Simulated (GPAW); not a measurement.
Runs of GPAW 26.7.0 on Sn. Symmetry: Immm, No. 71, orthorhombic system. The conventional cell has a = 3.453 Å, b = 3.551 Å, c = 4.677 Å, α = 90.00°, β = 90.00°, γ = 90.00°. Sn (site symmetry mmm) is surrounded by 12 Sn at 3.41 to 3.55 Å. This isn't the form of Sn at room conditions, which is tetragonal (white tin).

```tsv
task	level	potentials or basis	series job	gap on the mesh (eV)	pressure (GPa)
Fermi surface	RPBE	the program's PAW data sets (release 1.2.1) made for this functional, pw	-	none	(a)
Fermi surface	AM05	PAW data sets generated in the run's folder for this functional, pw	-	none	-4.2
Fermi surface	PBEsol	PAW data sets generated in the run's folder for this functional, pw	-	none	-4.2
Fermi surface	WC	PAW data sets generated in the run's folder for this functional, pw	-	none	-4.0
Fermi surface	SCAN	GPAW PAW data sets (gpaw-data 1.2.1), pw	-	none	-2.7
Fermi surface	r2SCAN	GPAW PAW data sets (gpaw-data 1.2.1), pw	-	none	-2.7
Fermi surface	revPBE	the program's PAW data sets (release 1.2.1) made for this functional, pw	-	none	-0.7
```

Alike in all rows: no spin polarisation; cell as given; k mesh 11 × 11 × 11; cutoff (eV) 510; smearing fermi-dirac 0.05 eV.

Question: Estimate the missing entries.

Answer: (a) -0.3.

Caveats: the cutoff is short for stress and forces, so pressures can be off by a GPa or more; the PAW data sets were made with another functional, which shifts forces and pressure a little (some runs).

A k mesh can miss the band edges, and the runs leave out spin-orbit coupling on Sn.

A gap of «none» marks a metal or a gap under the smearing width.

Runs at the PBE level aren't shown here.
